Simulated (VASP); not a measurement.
**BaZrO3: the relaxed cell at several levels of theory**

How much does the relaxed cell of BaZrO3 depend on the functional? The starting structure is a measured crystal structure from the Crystallography Open Database. The first relaxation on each setting starts from this cell expanded by 3 % in volume.

Calculated with VASP 6.6.1; Kohn-Sham DFT with plane waves and PAW; PBEsol, LDA, PBE, PBEsol + D3(BJ), r2SCAN, r2SCAN + rVV10, optB86b-vdW and AM05.

## 1. The structure

The structure is cubic, space group Pm-3m (No. 221). The conventional cell has a = 4.191 Å, b = 4.191 Å, c = 4.191 Å, α = 90.00°, β = 90.00°, γ = 90.00°. Nearest to Ba lie 12 O at 2.96 Å. Zr has 6 O at 2.10 Å nearest. O has 2 Zr at 2.10 Å and 4 Ba at 2.96 Å nearest. Farther neighbours and most contacts between anions are not listed.

Structure file:

```cif
data_structure
_symmetry_space_group_name_H-M 'P 1'
_symmetry_Int_Tables_number 1
_cell_length_a 4.1913
_cell_length_b 4.1913
_cell_length_c 4.1913
_cell_angle_alpha 90.000
_cell_angle_beta 90.000
_cell_angle_gamma 90.000
_cell_volume 73.63
loop_
_atom_site_label
_atom_site_type_symbol
_atom_site_fract_x
_atom_site_fract_y
_atom_site_fract_z
_atom_site_occupancy
Ba1 Ba 0.00000 0.00000 0.00000 1
Zr2 Zr 0.50000 0.50000 0.50000 1
O3 O 0.50000 0.50000 0.00000 1
O4 O 0.50000 0.00000 0.50000 1
O5 O 0.00000 0.50000 0.50000 1
```

## 2. Relaxation with PBEsol

PBEsol restores the gradient expansion of exchange and is tuned for the cells of solids. This run starts from the cell of an earlier relaxation, which isn't shown; the restart sets up the plane waves anew.

INCAR reads:

```
SYSTEM = BaZrO3
PREC = Accurate
ENCUT = 520
EDIFF = 1E-06
NELM = 100
ISMEAR = 0
SIGMA = 0.03
LREAL = .FALSE.
ALGO = Normal
GGA = PS
NBANDS = 26
LASPH = .TRUE.
LORBIT = 11
LWAVE = .FALSE.
LCHARG = .FALSE.
KPAR = 8
IBRION = 2
NSW = 50
ISIF = 3
EDIFFG = -0.006
```

POSCAR reads:

```
BaZrO3
1.0
    4.1907662480      0.0000000000      0.0000000000
    0.0000000000      4.1907662480      0.0000000000
    0.0000000000      0.0000000000      4.1907662480
Ba Zr O
1 1 3
Direct
    0.0000000000      0.0000000000      0.0000000000
    0.5000000000      0.5000000000      0.5000000000
    0.5000000000      0.5000000000      0.0000000000
    0.5000000000      0.0000000000      0.5000000000
    0.0000000000      0.5000000000      0.5000000000
```

KPOINTS reads:

```
Automatic mesh
0
Gamma
6 6 6
0 0 0
```

Potentials, in the order of the species: Ba_sv, Zr_sv and O (PBE family, release 64).

Run with:

```
mpirun -np 8 vasp_std
```

The program printed:

```text
[banner, memory and clock lines left out]
running    8 mpi-ranks, on    1 nodes
 distrk:  each k-point on    1 cores,    8 groups
 distr:  one band on    1 cores,    1 groups

 POSCAR found type information on POSCAR BaZrO
 POSCAR found :  3 types and       5 ions
|                                                                             |
|           W    W    AA    RRRRR   N    N  II  N    N   GGGG   !!!           |
|           W    W   A  A   R    R  NN   N  II  NN   N  G    G  !!!           |
|           W    W  A    A  R    R  N N  N  II  N N  N  G       !!!           |
|           W WW W  AAAAAA  RRRRR   N  N N  II  N  N N  G  GGG   !            |
|           WW  WW  A    A  R   R   N   NN  II  N   NN  G    G                |
|           W    W  A    A  R    R  N    N  II  N    N   GGGG   !!!           |
|                                                                             |
|     For optimal performance we recommend to set                             |
|       NCORE = 2 up to number-of-cores-per-socket                            |
|     NCORE specifies how many cores store one orbital (NPAR=cpu/NCORE).      |
|     This setting can greatly improve the performance of VASP for DFT.       |
|     The default, NCORE=1 might be grossly inefficient on modern             |
|     multi-core architectures or massively parallel machines. Do your        |
|     Unfortunately you need to use the default for GW and RPA                |
|     calculations (for HF NCORE is supported but not extensively tested      |
|     yet).                                                                   |
|                                                                             |

|                                                                             |
|               ----> ADVICE to this user running VASP <----                  |
|                                                                             |
|     You enforced a specific xc type in the INCAR file but a different       |
|     [... a line on the potential file left out ...]
|     I HOPE YOU KNOW WHAT YOU ARE DOING!                                     |
|                                                                             |

 LDA part: xc-table for (Slater+PW92), standard interpolation
 POSCAR, INCAR and KPOINTS ok, starting setup
 FFT: planning ... GRIDC
 FFT: planning ... GRID_SOFT
 FFT: planning ... GRID
 WAVECAR not read
 entering main loop
       N       E                     dE             d eps       ncg     rms          rms(c)
DAV:   1     0.313496777773E+03    0.31350E+03   -0.22051E+04  1040   0.151E+03
DAV:   2    -0.289775711690E+02   -0.34247E+03   -0.33478E+03  1272   0.367E+02
DAV:   3    -0.499509056550E+02   -0.20973E+02   -0.20917E+02  1664   0.878E+01
DAV:   4    -0.504914403316E+02   -0.54053E+00   -0.53998E+00  1438   0.115E+01
DAV:   5    -0.505025426327E+02   -0.11102E-01   -0.11101E-01  1514   0.126E+00    0.291E+01
DAV:   6    -0.437835383546E+02    0.67190E+01   -0.37296E+01  1254   0.388E+01    0.134E+01
DAV:   7    -0.436685661264E+02    0.11497E+00   -0.28362E+00  1488   0.956E+00    0.804E+00
DAV:   8    -0.436264983449E+02    0.42068E-01   -0.32911E-01  1298   0.450E+00    0.680E-01
DAV:   9    -0.436227426502E+02    0.37557E-02   -0.53521E-02  1490   0.136E+00    0.506E-01
DAV:  10    -0.436234505397E+02   -0.70789E-03   -0.14210E-02  1396   0.102E+00    0.257E-01
DAV:  11    -0.436230551837E+02    0.39536E-03   -0.20716E-03  1288   0.398E-01    0.289E-02
DAV:  12    -0.436230760208E+02   -0.20837E-04   -0.12558E-04  1396   0.782E-02    0.334E-02
DAV:  13    -0.436230740203E+02    0.20005E-05   -0.10501E-05  1454   0.237E-02    0.420E-03
DAV:  14    -0.436230740583E+02   -0.38016E-07   -0.12537E-06   862   0.939E-03
   1 F= -.43623074E+02 E0= -.43623074E+02  d E =-.436231E+02
 curvature:   0.00 expect dE= 0.000E+00 dE for cont linesearch  0.000E+00
 trial: gam= 0.00000 g(F)=  0.000E+00 g(S)=  0.585E-05 ort = 0.000E+00 (trialstep = 0.100E+01)
 search vector abs. value=  0.585E-05
 reached required accuracy - stopping structural energy minimisation
```

The job ended after 6.6 s (8 MPI ranks of Intel Xeon Platinum 8375C at 2.90GHz (Ice Lake), shared host; peak memory 1.6 GiB).

The logs omit lines about the potential files and the build; timing stands in the text.

From OUTCAR (step 2):

```text
ion  position               nearest neighbor table
   1  0.000  0.000  0.000-   3 2.96   4 2.96   5 2.96   4 2.96   5 2.96   3 2.96   5 2.96   5 2.96
                             3 2.96   4 2.96   4 2.96   3 2.96   2 3.63   2 3.63   2 3.63   2 3.63
   2  0.500  0.500  0.500-   3 2.10   4 2.10   5 2.10   3 2.10   4 2.10   5 2.10   1 3.63   1 3.63
                             1 3.63   1 3.63   1 3.63   1 3.63   1 3.63   1 3.63
   3  0.500  0.500  0.000-   2 2.10   2 2.10   1 2.96   1 2.96   1 2.96   1 2.96
   4  0.500  0.000  0.500-   2 2.10   2 2.10   1 2.96   1 2.96   1 2.96   1 2.96
   5  0.000  0.500  0.500-   2 2.10   2 2.10   1 2.96   1 2.96   1 2.96   1 2.96

  LATTYP: Found a simple cubic cell.
 ALAT       =     4.1907662480

 Subroutine GETGRP returns: Found 48 space group operations
 (whereof 48 operations were pure point group operations)

The static configuration has the point symmetry O_h .

 Found     20 irreducible k-points:

   k-points           NKPTS =     20   k-points in BZ     NKDIM =     20   number of bands    NBANDS=     26

   dimension x,y,z NGX =    32 NGY =   32 NGZ =   32
   dimension x,y,z NGXF=    64 NGYF=   64 NGZF=   64

   ENCUT  =  520.0 eV  38.22 Ry    6.18 a.u.   7.79  7.79  7.79*2*pi/ulx,y,z

   NELECT =      40.0000    total number of electrons

 k-points in reciprocal lattice and weights: Automatic mesh
   0.00000000  0.00000000  0.00000000       0.005
   0.16666667  0.00000000  0.00000000       0.028
   0.33333333  0.00000000  0.00000000       0.028
   0.50000000  0.00000000  0.00000000       0.014
   0.16666667  0.16666667  0.00000000       0.056
   0.33333333  0.16666667  0.00000000       0.111
   0.50000000  0.16666667  0.00000000       0.056
   0.33333333  0.33333333  0.00000000       0.056
   0.50000000  0.33333333  0.00000000       0.056
[...]
0.50000000  0.50000000  0.33333333       0.028
   0.50000000  0.50000000  0.50000000       0.005

 average (electrostatic) potential at core
       1 -33.4960       2 -77.9218       3 -69.3648       4 -69.3648       5 -69.3648

 E-fermi :   3.8758

 k-point     1 :       0.0000    0.0000    0.0000
  band No.  band energies     occupation
    ...
     16       2.6356      2.00000
     17       2.6356      2.00000
     18       3.4166      2.00000
     19       3.4166      2.00000
     20       3.4166      2.00000
     21       6.7448      0.00000
     22       6.7448      0.00000
     23       6.7448      0.00000
     24       8.1801      0.00000
     25       8.1801      0.00000
    ...

 k-point     2 :       0.1667    0.0000    0.0000
  band No.  band energies     occupation
    ...
     16       2.3812      2.00000
     17       2.4290      2.00000
     18       2.7524      2.00000
     19       3.3293      2.00000
     20       3.3293      2.00000
     21       6.8436      0.00000
     22       7.3667      0.00000
     23       7.3667      0.00000
     24       8.6232      0.00000
     25       8.6358      0.00000
    ...

 k-point     3 :       0.3333    0.0000    0.0000
  band No.  band energies     occupation
    ...
     16       2.0104      2.00000
     17       2.0379      2.00000
     18       2.0728      2.00000
     19       3.2218      2.00000
     20       3.2218      2.00000
     21       7.0689      0.00000
     22       8.6102      0.00000
     23       8.6102      0.00000
     24       9.5211      0.00000
     25       9.6499      0.00000
    ...

  Total       -0.0142190     -0.0142190     -0.0142190      0.0000000     -0.0000000     -0.0000000
  in kB       -0.3095273     -0.3095273     -0.3095273      0.0000000     -0.0000000     -0.0000000
  external PRESSURE =      -0.3095273 kB  Pullay stress =       0.0000000 kB

  energy-cutoff  :      520.00
  volume of cell :       73.60
      direct lattice vectors                 reciprocal lattice vectors
     4.190766248  0.000000000  0.000000000     0.238619847  0.000000000  0.000000000
     0.000000000  4.190766248  0.000000000     0.000000000  0.238619847  0.000000000
     0.000000000  0.000000000  4.190766248     0.000000000  0.000000000  0.238619847

 POSITION                                       TOTAL-FORCE (eV/Angst)
 -----------------------------------------------------------------------------------
      0.00000      0.00000      0.00000         0.000000      0.000000      0.000000
      2.09538      2.09538      2.09538         0.000000      0.000000      0.000000
      2.09538      2.09538      0.00000         0.000000      0.000000      0.000000
      2.09538      0.00000      2.09538         0.000000      0.000000      0.000000
      0.00000      2.09538      2.09538         0.000000      0.000000      0.000000
 -----------------------------------------------------------------------------------
    total drift:                                0.000000     -0.000000     -0.000000

  FREE ENERGIE OF THE ION-ELECTRON SYSTEM (eV)
  ---------------------------------------------------
  free  energy   TOTEN  =       -43.6230740583 eV

  energy  without entropy=      -43.6230740583  energy(sigma->0) =      -43.62307406

 reached required accuracy - stopping structural energy minimisation

 total charge
# of ion       s       p       d       tot
------------------------------------------
    1        1.997   5.616   0.275   7.888
    2        2.203   6.086   1.446   9.735
    3        1.557   3.465   0.000   5.022
    4        1.557   3.465   0.000   5.022
    5        1.557   3.465   0.000   5.022
--------------------------------------------------
tot          8.871  22.098   1.721  32.690

[... 3 further parts left out ...]
```

CONTCAR:

```
BaZrO3
   1.00000000000000
     4.1907662480000001    0.0000000000000000    0.0000000000000000
     0.0000000000000000    4.1907662480000001    0.0000000000000000
     0.0000000000000000    0.0000000000000000    4.1907662480000001
  Ba              Zr              O
     1     1     3
Direct
     0.0000000000000000    0.0000000000000000    0.0000000000000000
     0.5000000000000000    0.5000000000000000    0.5000000000000000
     0.5000000000000000    0.5000000000000000    0.0000000000000000
     0.5000000000000000    0.0000000000000000    0.5000000000000000
     0.0000000000000000    0.5000000000000000    0.5000000000000000
```

The PAW data sets were made with PBE, which is usual practice but a small mismatch for other functionals. The run keeps the 48 symmetry operations of its start, so it cannot find a distortion of lower symmetry.

With PBEsol the relaxed cell holds 14.720 Å³ an atom, -0.04 % against the measured cell, with a = 4.191 Å.

## 3. Relaxation with LDA

LDA, the lowest rung, knows the local density alone. This run starts from the cell of an earlier relaxation, which isn't shown; the restart sets up the plane waves anew.

INCAR: that of step 2 with these lines changed.

```diff
@@ -9,3 +9,3 @@
 ALGO = Normal
-GGA = PS
+GGA = CA
 NBANDS = 26
```

POSCAR: that of step 2 with these lines changed.

```diff
@@ -2,5 +2,5 @@
 1.0
-    4.1907662480      0.0000000000      0.0000000000
-    0.0000000000      4.1907662480      0.0000000000
-    0.0000000000      0.0000000000      4.1907662480
+    4.1586702381      0.0000000000      0.0000000000
+    0.0000000000      4.1586702381      0.0000000000
+    0.0000000000      0.0000000000      4.1586702381
 Ba Zr O
```

KPOINTS is that of step 2.

PAW data sets: Ba_sv, Zr_sv and O (LDA family, release 64).

Run with:

```
mpirun -np 8 vasp_std
```

The program printed:

```text
[banner, memory and clock lines left out]
running    8 mpi-ranks, on    1 nodes
[...]
[... a notice as in an earlier step ...]

 LDA part: xc-table for (Slater(with rela. corr.)+CA(PZ))
 , standard interpolation
 POSCAR, INCAR and KPOINTS ok, starting setup
[...]
entering main loop
       N       E                     dE             d eps       ncg     rms          rms(c)
DAV:   1     0.310296080128E+03    0.31030E+03   -0.22094E+04  1040   0.151E+03
DAV:   2    -0.330624556549E+02   -0.34336E+03   -0.33659E+03  1286   0.370E+02
DAV:   3    -0.526559984989E+02   -0.19594E+02   -0.19547E+02  1686   0.850E+01
DAV:   4    -0.530621113302E+02   -0.40611E+00   -0.40580E+00  1456   0.104E+01
[...]
DAV:  12    -0.457412472092E+02   -0.16968E-05   -0.11362E-04  1444   0.741E-02    0.278E-02
DAV:  13    -0.457412453249E+02    0.18843E-05   -0.89695E-06  1278   0.213E-02    0.275E-03
DAV:  14    -0.457412453317E+02   -0.67798E-08   -0.62496E-07   706   0.706E-03
   1 F= -.45741245E+02 E0= -.45741245E+02  d E =-.457412E+02
[...]
N       E                     dE             d eps       ncg     rms          rms(c)
DAV:   1    -0.457414395359E+02   -0.19421E-03   -0.60285E-03  1106   0.628E-01    0.154E-01
DAV:   2    -0.457412773346E+02    0.16220E-03   -0.74786E-04  1152   0.172E-01    0.569E-02
DAV:   3    -0.457412436322E+02    0.33702E-04   -0.98677E-05  1418   0.770E-02    0.138E-02
DAV:   4    -0.457412412290E+02    0.24032E-05   -0.30455E-05  1606   0.278E-02    0.115E-02
DAV:   5    -0.457412421755E+02   -0.94647E-06   -0.10380E-06   734   0.656E-03
   2 F= -.45741242E+02 E0= -.45741242E+02  d E =0.315620E-05
 trial-energy change:    0.000003  1 .order   -0.000003   -0.000028    0.000022
 step:   0.3861(harm=  0.5594)  dis= 0.00000  next Energy=   -45.741250 (dE=-0.511E-05)
 reached required accuracy - stopping structural energy minimisation
```

The job ended after 7.8 s (8 MPI ranks; peak memory 1.5 GiB; 57 s of CPU time).

From OUTCAR (step 3):

```text
  Total       -0.0246225     -0.0246225     -0.0246225      0.0000000     -0.0000000      0.0000000
  in kB       -0.5480082     -0.5480082     -0.5480082      0.0000000     -0.0000000      0.0000000
  external PRESSURE =      -0.5480082 kB  Pullay stress =       0.0000000 kB

 POSITION                                       TOTAL-FORCE (eV/Angst)
 -----------------------------------------------------------------------------------
      0.00000      0.00000      0.00000         0.000000     -0.000000      0.000000
      2.07996      2.07996      2.07996        -0.000000      0.000000      0.000000
      2.07996      2.07996      0.00000         0.000000     -0.000000      0.000000
      2.07996      0.00000      2.07996         0.000000      0.000000      0.000000
      0.00000      2.07996      2.07996        -0.000000      0.000000      0.000000
 -----------------------------------------------------------------------------------
    total drift:                                0.000000     -0.000000     -0.000000

  FREE ENERGIE OF THE ION-ELECTRON SYSTEM (eV)
  ---------------------------------------------------
  free  energy   TOTEN  =       -45.7412421755 eV

  energy  without entropy=      -45.7412421755  energy(sigma->0) =      -45.74124218

[... 2 parts as in an earlier step ...]

[... 2 further parts left out ...]
[key lines of the parts left out:]
E-fermi :   3.9288
```

With LDA the relaxed cell holds 14.397 Å³ an atom, -2.23 % against the measured cell, with a = 4.160 Å. That is -2.19 % from PBEsol.

(Continued in part 2 of 3.)

[Lines on the potential files, build, host, timing and source positions are cut from VASP's logs without a mark.]

[Logs are printed without paths, hosts, clocks, repeated set-up lines and the standing remarks that a program may print on its own settings, such as how far it seeks lower states.]

[Hosts, paths, dates, database ids (printed as entryN), source tags and the programs' standing remarks are cut or masked in the printed files.]
